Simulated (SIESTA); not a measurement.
**Pd under changes of volume**

One of the cells (14.750 Å³/atom); the others are scaled copies at fixed shape and fractional positions:

```
CELL_PARAMETERS angstrom
0.00000 1.94650 1.94650
1.94650 0.00000 1.94650
1.94650 1.94650 0.00000
ATOMIC_POSITIONS crystal
Pd 0.00000 0.00000 0.00000
```

| Item | Value |
| --- | --- |
| Program | SIESTA 5.4.2 |
| Functional | LDA |
| Potentials or basis | PseudoDojo 0.4 standard (LDA files) |
| Basis | DZP (energy shift 0.003 Ry; two zetas on semicore shells) |
| Grid cutoff | 800 Ry |
| Energy shift | 0.003 Ry |
| k mesh | 12 × 12 × 12 |
| Occupations | fermi-dirac, width 0.05 eV |
| Spin | no spin polarisation |

```csv
volume (Å³/atom),energy over the lowest point (meV/atom),pressure (GPa)
13.865,?,?
14.160,0.00,0.4
14.455,3.48,-3.9
14.750,14.44,-7.7
15.045,31.92,-10.9
15.340,54.85,-13.7
15.635,82.61,-16.1
```

Q: What does the run at 13.865 Å³/atom give?

A: Energy over the lowest point 4.82 meV/atom; pressure 5.3 GPa.

Worked out: A Birch-Murnaghan fit of order 3 (a polynomial in V^(-2/3)) to the other rows has its minimum at 14.18 Å³/atom with B0 = V·E''(V) = 224 GPa and B' = 6.1. It gives 5.21 meV/atom at 13.865 Å³/atom, against the run's 4.82, and -dE/dV = 5.4 GPa, against 5.3.

Energies are extrapolated to zero smearing.

Caveats: the basis of atomic orbitals isn't converged, which shifts pressures, moduli and gaps.
